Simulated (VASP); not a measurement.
# SnTe (Fm-3m) in VASP: further runs

Runs on SnTe. Level: PBEsol. Tasks: relaxation of cell and atoms.

Everything below comes from runs of VASP 6.6.1. Logs are shortened: lines on timing, memory, paths and dates and some standing lists are left out, and cuts for length are marked.

## 1. The structure

Symmetry: Fm-3m, No. 225, cubic system. The conventional cell has a = 6.302 Å, b = 6.302 Å, c = 6.302 Å, α = 90.00°, β = 90.00°, γ = 90.00°. Sn (site symmetry m-3m) has 6 Te at 3.15 Å as nearest neighbours. Te (site symmetry m-3m) has 6 Sn at 3.15 Å as nearest neighbours.

## 2. Relaxation of cell and atoms, PBEsol

INCAR reads:

```
SYSTEM = SnTe
  ALGO = Normal
  EDIFF = 1E-7
  EDIFFG = -0.002
  ENCUT = 520
  GGA = PS
  IBRION = 2
  ISIF = 3
  ISMEAR = 0
  KPAR = 4
  LASPH = .TRUE.
  LCHARG = .FALSE.
  LREAL = .FALSE.
  LWAVE = .FALSE.
  NELM = 80
  NSW = 80
  PREC = Accurate
  SIGMA = 0.02
```

KPOINTS reads:

```
k-points
0
G
  8 8 8
  0 0 0
```

POSCAR reads:

```
SnTe
1.0
    0.0000000000      3.1508500000      3.1508500000
    3.1508500000      0.0000000000      3.1508500000
    3.1508500000      3.1508500000      0.0000000000
Sn Te
1 1
Direct
    0.0000000000      0.0000000000      0.0000000000
    0.5000000000      0.5000000000      0.5000000000
```

Potentials or basis: VASP PAW PBE potentials, release 64 (Sn_d, Te).

Started as:

```bash
> cat potpaw_PBE.64/Sn_d/POTCAR potpaw_PBE.64/Te/POTCAR > POTCAR
> mpirun -np 4 vasp_std > vasp.out
```

OUTCAR:

```text
SYSTEM = SnTe
   EDIFF = 1E-7
   EDIFFG = -0.002
   ENCUT = 520
   GGA = PS
   IBRION = 2
   ISIF = 3
   ISMEAR = 0
   LASPH = .TRUE.
   LREAL = .FALSE.
   NELM = 80
   NSW = 80
   PREC = Accurate

 ion  position               nearest neighbor table
   1  0.000  0.000  0.000-   2 3.15   2 3.15   2 3.15   2 3.15   2 3.15   2 3.15
   2  0.500  0.500  0.500-   1 3.15   1 3.15   1 3.15   1 3.15   1 3.15   1 3.15

  LATTYP: Found a face centered cubic cell.
 ALAT       =     6.3017000000

  Lattice vectors:

 A1 = (   0.0000000000,   3.1508500000,   3.1508500000)
 A2 = (   3.1508500000,   0.0000000000,   3.1508500000)
 A3 = (   3.1508500000,   3.1508500000,   0.0000000000)

Analysis of symmetry for initial positions (statically):
=====================================================================
 Subroutine PRICEL returns:
 Original cell was already a primitive cell.

 Routine SETGRP: Setting up the symmetry group for a
 face centered cubic supercell.

 Subroutine GETGRP returns: Found 48 space group operations
 (whereof 48 operations were pure point group operations)
 out of a pool of 48 trial point group operations.

The static configuration has the point symmetry O_h .

Analysis of symmetry for dynamics (positions and initial velocities):
=====================================================================
 Subroutine PRICEL returns:
 Original cell was already a primitive cell.

 Routine SETGRP: Setting up the symmetry group for a
 face centered cubic supercell.

 Subroutine GETGRP returns: Found 48 space group operations
 (whereof 48 operations were pure point group operations)
 out of a pool of 48 trial point group operations.

The dynamic configuration has the point symmetry O_h .

 Subroutine INISYM returns: Found 48 space group operations
 (whereof 48 operations are pure point group operations),
 and found     1 'primitive' translations

----------------------------------------------------------------------------------------

                                     Primitive cell

  volume of cell :      62.5624

  direct lattice vectors                    reciprocal lattice vectors
     0.000000000  3.150850000  3.150850000    -0.158687338  0.158687338  0.158687338
     3.150850000  0.000000000  3.150850000     0.158687338 -0.158687338  0.158687338
     3.150850000  3.150850000  0.000000000     0.158687338  0.158687338 -0.158687338

  length of vectors
     4.455974803  4.455974803  4.455974803     0.274854533  0.274854533  0.274854533

  position of ions in fractional coordinates (direct lattice)
     0.000000000  0.000000000  0.000000000
     0.500000000  0.500000000  0.500000000

  ion indices of the primitive-cell ions
   primitive index   ion index
                 1           1
                 2           2

----------------------------------------------------------------------------------------

 KPOINTS: k-points

Automatic generation of k-mesh.
 Grid dimensions read from file:
 generate k-points for:    8    8    8

 Generating k-lattice:

  Cartesian coordinates                     Fractional coordinates (reciprocal lattice)
    -0.019835917  0.019835917  0.019835917     0.125000000  0.000000000  0.000000000
     0.019835917 -0.019835917  0.019835917     0.000000000  0.125000000  0.000000000
     0.019835917  0.019835917 -0.019835917     0.000000000  0.000000000  0.125000000

  Length of vectors
     0.034356817  0.034356817  0.034356817

  Shift w.r.t. Gamma in fractional coordinates (k-lattice)
     0.000000000  0.000000000  0.000000000

 Subroutine IBZKPT returns following result:
 ===========================================

 Found     29 irreducible k-points:

 Following reciprocal coordinates:
            Coordinates               Weight
  0.000000  0.000000  0.000000      1.000000
  0.125000  0.000000  0.000000      8.000000
  0.250000  0.000000  0.000000      8.000000
  0.375000  0.000000  0.000000      8.000000
  0.500000  0.000000  0.000000      4.000000
  0.125000  0.125000  0.000000      6.000000
[... 16 lines left out ...]
  0.500000  0.250000  0.125000     48.000000
 -0.375000  0.250000  0.125000     24.000000
 [... further k-points ...]
   k-points           NKPTS =     29   k-points in BZ     NKDIM =     29   number of bands    NBANDS=     14
   number of dos      NEDOS =    301   number of ions     NIONS =      2
   total plane-waves  NPLWV =  46656
   dimension x,y,z NGX =    36 NGY =   36 NGZ =   36
   dimension x,y,z NGXF=    72 NGYF=   72 NGZF=   72
   ions per type =               1   1
   NGX,Y,Z   is equivalent  to a cutoff of  13.43, 13.43, 13.43 a.u.
   NGXF,Y,Z  is equivalent  to a cutoff of  26.86, 26.86, 26.86 a.u.
 SYSTEM =  SnTe
   PREC   = accura    normal or accurate (medium, high low for compatibility)
   ISTART =      0    job   : 0-new  1-cont  2-samecut
   ICHARG =      2    charge: 1-file 2-atom 10-const
   ISPIN  =      1    spin polarized calculation?
   LNONCOLLINEAR =      F non collinear calculations
   LSORBIT =      F    spin-orbit coupling
   LASPH  =      T    aspherical Exc in radial PAW
   ENCUT  =  520.0 eV  38.22 Ry    6.18 a.u.   8.29  8.29  8.29*2*pi/ulx,y,z
   NELM   =     80;   NELMIN=  2; NELMDL= -5     # of ELM steps
   EDIFF  = 0.1E-06   stopping-criterion for ELM
   LREAL  =      F    real-space projection
   EDIFFG = -.2E-02   stopping-criterion for IOM
   NSW    =     80    number of steps for IOM
   IBRION =      2    ionic relax: 0-MD 1-quasi-New 2-CG
   NFREE  =      1    steps in history (QN), initial steepest desc. (CG)
   ISIF   =      3    stress and relaxation
   ISYM   =      2    0-nonsym 1-usesym 2-fastsym
   POTIM  = 0.5000    time-step for ionic-motion
   TEBEG  =    0.0;   TEEND  =   0.0 temperature during run
   PSTRESS=    0.0 pullay stress
   NELECT =      20.0000    total number of electrons
   NUPDOWN=      -1.0000    fix difference up-down
   EMIN   =  10.00;   EMAX   =-10.00  energy-range for DOS
   EFERMI =   0.00;   METHOD = LEGACY
   ISMEAR =     0;   SIGMA  =   0.02  broadening in eV -4-tet -1-fermi 0-gaus
   EFERMI_NEDOS =   21; number of points for ismear=-14 and -15
   IALGO  =     38    algorithm
   IMIX   =      4    mixing-type and parameters
     AMIX     =   0.40;   BMIX     =  1.00
     AMIX_MAG =   1.60;   BMIX_MAG =  1.00
  volume/ion in A,a.u.               =      31.28       211.10
  Fermi-wavevector in a.u.,A,eV,Ry     =   1.119387  2.115336 17.048485  1.253028
  Thomas-Fermi vector in A             =   2.256026
   LORBIT       =      0    0 simple, 1 ext, 2 COOP (PROOUT), +10 PAW based schemes
   GGA     = PS    functional components
   LHFCALC =     F    Hartree Fock is set to
   AEXX    =    0.0000 exact exchange contribution
   IVDW    =     0    specifies the selected vdW correction
   LEPSILON=     F    determine dielectric tensor
   LRPA    =     F    only Hartree local field effects (RPA)
 conjugate gradient relaxation of ions
 non-spin polarized calculation
 Gauss-broadening in eV      SIGMA  =   0.02
  energy-cutoff  :      520.00
  volume of cell :       62.56
 maximum number of plane-waves:      1708
 NGX is ok and might be reduce to    36
   NGX = 17   NGY = 17   NGZ = 17

--------------------------------------- Ionic step        1  -------------------------------------------

 number of electron      19.9999998 magnetization

 Free energy of the ion-electron system (eV)
  ---------------------------------------------------
  ext. energy  EPLUGINS =         0.00000000
  ---------------------------------------------------
  free energy    TOTEN  =        -8.33764759 eV

  energy without entropy =       -8.33764758  energy(sigma->0) =       -8.33764759

------------------------ aborting loop because EDIFF is reached ----------------------------------------

  FORCE on cell =-STRESS in cart. coord.  units (eV):
  Direction    XX          YY          ZZ          XY          YZ          ZX
  --------------------------------------------------------------------------------------
  -------------------------------------------------------------------------------------
  Total       -0.1127961     -0.1127961     -0.1127961      0.0000000      0.0000000      0.0000000
  in kB       -2.8886262     -2.8886262     -2.8886262      0.0000000      0.0000000      0.0000000
  external PRESSURE =      -2.8886262 kB  Pullay stress =       0.0000000 kB
[... 57 lines left out ...]
  energy  without entropy=       -8.3379588777  energy(sigma->0) =       -8.33795888

--------------------------------------- Ionic step        3  -------------------------------------------

 number of electron      19.9999998 magnetization

 Free energy of the ion-electron system (eV)
  ---------------------------------------------------
  ext. energy  EPLUGINS =         0.00000000
  ---------------------------------------------------
  free energy    TOTEN  =        -8.33799681 eV

  energy without entropy =       -8.33799681  energy(sigma->0) =       -8.33799681

 E-fermi :   6.9050     XC(G=0):  -9.6814

 val. band max:        6.8253528797   @ k =   0.5000   0.0000   0.0000
 cond. band min:       6.9858377604   @ k =   0.5000   0.0000   0.0000
 fundamental gap:      0.1604848807
 Fermi energy:         6.9050300168

 k-point     1 :       0.0000    0.0000    0.0000
  band No.  band energies     occupation
      1     -14.9095      2.00000
      2     -14.9095      2.00000
      3     -14.9022      2.00000
      4     -14.9022      2.00000
      5     -14.9022      2.00000
      6      -5.9847      2.00000
      7       2.1920      2.00000
      8       4.7322      2.00000
      9       4.7322      2.00000
     10       4.7322      2.00000
     11      10.2252      0.00000
     12      10.2252      0.00000
     13      10.2252      0.00000
     14      11.5856      0.00000
[... 375 lines left out ...]
 k-point    24 :      -0.3750    0.2500    0.1250
  band No.  band energies     occupation
      1     -14.9185      2.00000
      2     -14.9121      2.00000
      3     -14.8991      2.00000
      4     -14.8969      2.00000
      5     -14.8935      2.00000
      6      -4.4943      2.00000
      7      -1.1336      2.00000
      8       3.0683      2.00000
      9       3.4607      2.00000
     10       5.9431      2.00000
     11       7.3508      0.00000
     12       9.7952      0.00000
     13      10.4746      0.00000
     14      12.8361      0.00000

 [... further k-points ...]

------------------------ aborting loop because EDIFF is reached ----------------------------------------

  FORCE on cell =-STRESS in cart. coord.  units (eV):
  Direction    XX          YY          ZZ          XY          YZ          ZX
  --------------------------------------------------------------------------------------
  -------------------------------------------------------------------------------------
  Total        0.0004822      0.0004822      0.0004822     -0.0000000     -0.0000000     -0.0000000
  in kB        0.0124244      0.0124244      0.0124244     -0.0000000     -0.0000000     -0.0000000
  external PRESSURE =       0.0124244 kB  Pullay stress =       0.0000000 kB
[... 17 lines left out ...]
  FREE ENERGIE OF THE ION-ELECTRON SYSTEM (eV)
  ---------------------------------------------------
  free  energy   TOTEN  =        -8.3379968089 eV

  energy  without entropy=       -8.3379968089  energy(sigma->0) =       -8.33799681

 reached required accuracy - stopping structural energy minimisation
```

It took 22 s on 4 MPI ranks of Intel Xeon Platinum 8488C (Sapphire Rapids), shared host; peak memory 0.21 GiB.

What came out:

```yaml
Free_energy: -8.3380 eV
Relaxed_volume: 31.09 Å³/atom
Relaxed_cell: a = 4.447 Å, b = 4.447 Å, c = 4.447 Å, α = 60.00°, β = 60.00°, γ = 60.00°
Space_group_after_relaxing_to_0.05_Å: Fm-3m (No. 225)
Energy_gained_by_relaxing: 0.2 meV/atom
Ionic_steps: 3
Pressure_after_relaxing: 0.0 GPa
Band_gap_on_the_k_mesh: 0.16 eV, direct
```

Step by step:
```tsv
step	energy change (eV)	largest force (eV/Å)	pressure (GPa)	volume (Å³)
1	0.0000	0.0000	-0.29	62.56
2	-0.0003	0.0000	0.10	62.05
3	-0.0003	0.0000	0.00	62.18
```

Final structure:
```xyz
2
Lattice="0.0000 3.1444 3.1444 3.1444 0.0000 3.1444 3.1444 3.1444 0.0000" Properties=species:S:1:pos:R:3 pbc="T T T"
Sn    0.0000    0.0000    0.0000
Te    3.1444    3.1444    3.1444
```

Caveat: the PAW data sets were made with another functional, which shifts forces and pressure a little; spin-orbit coupling is left out, which moves the levels of the heavy elements. A k mesh can miss the band edges.

## 3. Relaxation of cell and atoms, PBEsol

This run uses another cell than the first one, of 31.09 Å³/atom, 0.994 times its volume.

INCAR is that of step 2.

KPOINTS is that of step 2.

POSCAR reads:

```
SnTe                                    
1.0
    0.0000000000      3.1443929232      3.1443929232
    3.1443929232      0.0000000000      3.1443929232
    3.1443929232      3.1443929232     -0.0000000000
  Sn              Te            
     1     1
Direct
     0.0000000000000000    0.0000000000000000    0.0000000000000000
     0.5000000000000000    0.5000000000000000    0.5000000000000000
```

Potentials or basis: VASP PAW PBE potentials, release 64 (Sn_d, Te).

Started as:

```bash
> cat potpaw_PBE.64/Sn_d/POTCAR potpaw_PBE.64/Te/POTCAR > POTCAR
> mpirun -np 4 vasp_std > vasp.out
```

OUTCAR:

```text
SYSTEM = SnTe
   EDIFF = 1E-7
   EDIFFG = -0.002
   ENCUT = 520
   GGA = PS
   IBRION = 2
   ISIF = 3
   ISMEAR = 0
   LASPH = .TRUE.
   LREAL = .FALSE.
   NELM = 80
   NSW = 80
   PREC = Accurate

 ion  position               nearest neighbor table
   1  0.000  0.000  0.000-   2 3.14   2 3.14   2 3.14   2 3.14   2 3.14   2 3.14
   2  0.500  0.500  0.500-   1 3.14   1 3.14   1 3.14   1 3.14   1 3.14   1 3.14

  LATTYP: Found a face centered cubic cell.
 ALAT       =     6.2887858464

  Lattice vectors:

 A1 = (   0.0000000000,   3.1443929232,   3.1443929232)
 A2 = (   3.1443929232,   0.0000000000,   3.1443929232)
 A3 = (   3.1443929232,   3.1443929232,   0.0000000000)

Analysis of symmetry for initial positions (statically):
=====================================================================
 Subroutine PRICEL returns:
 Original cell was already a primitive cell.

 Routine SETGRP: Setting up the symmetry group for a
 face centered cubic supercell.

 Subroutine GETGRP returns: Found 48 space group operations
 (whereof 48 operations were pure point group operations)
[... 182 lines left out ...]
      7       2.1921      2.00000
      8       4.7323      2.00000
      9       4.7323      2.00000
     10       4.7323      2.00000
     11      10.2253      0.00000
     12      10.2253      0.00000
     13      10.2253      0.00000
     14      11.5856      0.00000
[... 377 lines left out ...]
      1     -14.9183      2.00000
      2     -14.9119      2.00000
      3     -14.8989      2.00000
      4     -14.8966      2.00000
      5     -14.8933      2.00000
      6      -4.4943      2.00000
      7      -1.1335      2.00000
      8       3.0683      2.00000
      9       3.4607      2.00000
     10       5.9431      2.00000
     11       7.3509      0.00000
     12       9.7952      0.00000
     13      10.4746      0.00000
     14      12.8361      0.00000

 [... further k-points ...]

------------------------ aborting loop because EDIFF is reached ----------------------------------------

  FORCE on cell =-STRESS in cart. coord.  units (eV):
  Direction    XX          YY          ZZ          XY          YZ          ZX
  --------------------------------------------------------------------------------------
  -------------------------------------------------------------------------------------
  Total        0.0000413      0.0000413      0.0000413     -0.0000000      0.0000000      0.0000000
  in kB        0.0010645      0.0010645      0.0010645     -0.0000000      0.0000000      0.0000000
  external PRESSURE =       0.0010645 kB  Pullay stress =       0.0000000 kB

 VOLUME and BASIS-vectors are now :
 -----------------------------------------------------------------------------
  energy-cutoff  :      520.00
  volume of cell :       62.18
      direct lattice vectors                 reciprocal lattice vectors
     0.000000000  3.144392923  3.144392923    -0.159013206  0.159013206  0.159013206
     3.144392923  0.000000000  3.144392923     0.159013206 -0.159013206  0.159013206
     3.144392923  3.144392923  0.000000000     0.159013206  0.159013206 -0.159013206

 POSITION                                       TOTAL-FORCE (eV/Angst)
 -----------------------------------------------------------------------------------
      0.00000      0.00000      0.00000        -0.000000      0.000000      0.000000
      3.14439      3.14439      3.14439         0.000000     -0.000000     -0.000000
 -----------------------------------------------------------------------------------
    total drift:                               -0.000000      0.000000      0.000000

  FREE ENERGIE OF THE ION-ELECTRON SYSTEM (eV)
  ---------------------------------------------------
  free  energy   TOTEN  =        -8.3379191386 eV

  energy  without entropy=       -8.3379191386  energy(sigma->0) =       -8.33791914

 reached required accuracy - stopping structural energy minimisation
```

CONTCAR:

```text
SnTe
   1.00000000000000
     0.0000000000000000    3.1443929231999999    3.1443929231999999
     3.1443929231999999    0.0000000000000000    3.1443929231999999
     3.1443929231999999    3.1443929231999999    0.0000000000000000
  Sn              Te
     1     1
Direct
     0.0000000000000000    0.0000000000000000    0.0000000000000000
     0.5000000000000000    0.5000000000000000    0.5000000000000000

  0.00000000E+00  0.00000000E+00  0.00000000E+00
  0.00000000E+00  0.00000000E+00  0.00000000E+00
```

Wall time 11 s (4 MPI ranks of Intel Xeon Platinum 8488C (Sapphire Rapids), shared host); peak memory 0.21 GiB.

Results:

| Item | Value |
| --- | --- |
| Free energy | -8.3379 eV |
| Pressure after relaxing | 0.0 GPa |
| Band gap on the k mesh | 0.16 eV, direct |

Final structure:
```cif
data_structure
_symmetry_space_group_name_H-M 'P 1'
_symmetry_Int_Tables_number 1
_cell_length_a 4.4468
_cell_length_b 4.4468
_cell_length_c 4.4468
_cell_angle_alpha 60.000
_cell_angle_beta 60.000
_cell_angle_gamma 60.000
_cell_volume 62.18
loop_
_atom_site_label
_atom_site_type_symbol
_atom_site_fract_x
_atom_site_fract_y
_atom_site_fract_z
_atom_site_occupancy
Sn1 Sn 0.00000 0.00000 0.00000 1
Te1 Te 0.50000 0.50000 0.50000 1
```

Caveat: the relaxation stopped at its first step, so nothing moved; the PAW data sets were made with another functional, which shifts forces and pressure a little; spin-orbit coupling is left out, which moves the levels of the heavy elements.
